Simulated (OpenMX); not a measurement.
The system is SnSe.

```
Sn Se
1.0
     0.00000    3.01000    3.01000
     3.01000    0.00000    3.01000
     3.01000    3.01000    0.00000
Sn Se
1 1
Direct
  0.00000 0.00000 0.00000
  0.50000 0.50000 0.50000
```

Measurements of this composition are mostly on another form, of space group No. 62.

Base run:

| Item | Value |
| --- | --- |
| Program | OpenMX 3.8.5 |
| Functional | PBE |
| Potentials or basis | OpenMX 2013 PBE set, Sn7.0-s3p2d1, Se7.0-s3p2d1, grid cutoff 500 Ry |
| k mesh | 9 × 9 × 9 |
| Occupations | fermi-dirac, width 0.05 eV |
| Spin | no spin polarisation |

Its results: pressure 0.5 GPa.

The run is repeated on the same cell with these changes: functional from PBE to LDA; potentials or basis from OpenMX 2013 PBE set, Sn7.0-s3p2d1, Se7.0-s3p2d1, grid cutoff 500 Ry to OpenMX 2013 LDA set, Sn7.0-s3p2d2, Se7.0-s3p2d2, grid cutoff 500 Ry. What comes out?

Pressure -2.8 GPa.

Caveats: the basis of atomic orbitals isn't converged, which shifts pressures, moduli and gaps.
